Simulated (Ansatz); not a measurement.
TiO2 in Ansatz: the effect of Hubbard term

Crystal: TiO2.

```
CELL_PARAMETERS angstrom
-2.97316 3.28737 3.28740
2.97316 -3.28737 3.28740
2.97316 3.28737 -3.28740
ATOMIC_POSITIONS crystal
Ti 0.00000 0.50000 0.00000
Ti 0.00000 0.00000 0.50000
Ti 0.49524 0.24524 0.25000
Ti 0.50475 0.75475 0.75000
O 0.69508 0.69523 0.50015
O 0.69508 0.19493 0.99985
O 0.80452 0.74962 0.05490
O 0.19472 0.74962 0.44510
O 0.80528 0.25038 0.55490
O 0.30492 0.80507 0.00015
O 0.19548 0.25038 0.94510
O 0.30492 0.30477 0.49985
```

The cell is a database's computed one.

Alike in all runs:

| Property | Result |
| --- | --- |
| Program | Ansatz 0.2.0 |
| Task | band structure |
| Functional | PBE |
| Potentials or basis | Ansatz PAW |
| Cutoff | 420 eV (not typed: the program's choice for these potentials) |
| k mesh | 6 × 6 × 6 |
| Occupations | fermi-dirac, width 0.05 eV |
| Spin | no spin polarisation |
| Path | [["G", "X", "M", "G", "Z", "P", "N", "Z1", "M"], ["X", "P"]] |
| Points for each segment of the path | 10 |
| Hubbard projectors | ortho-atomic (the default) |
| Double counting | fll (the default) |

```csv
Hubbard term,gap on the mesh (eV),pressure (GPa),largest force (eV/Å)
none,1.84,-1.4,0.06
Ti d U = 1 eV,1.94,-0.6,0.06
Ti d U = 2 eV,2.05,0.2,0.06
Ti d U = 3 eV,2.15,1.1,0.09
Ti d U = 4 eV,2.26,2.0,0.12
Ti d U = 5 eV,2.38,3.0,0.15
Ti d U = 6 eV,?,?,?
Ti d U = 8 eV,2.78,6.2,0.24
```

Problem. What does the run with Hubbard term Ti d U = 6 eV give?

Solution. gap on the mesh 2.51 eV; pressure 4.0 GPa; largest force 0.18 eV/Å.

Worked out: A parabola through the other rows of the gap on the mesh, of slope 0.129 eV per eV there, gives 2.51 eV, against the run's 2.51. A parabola through the other rows of the pressure, of slope 1.05 GPa per eV there, gives 4.0 GPa, against the run's 4.0. A parabola through the other rows of the largest force, of slope 0.0323 eV/Å per eV there, gives 0.17 eV/Å, against the run's 0.18.

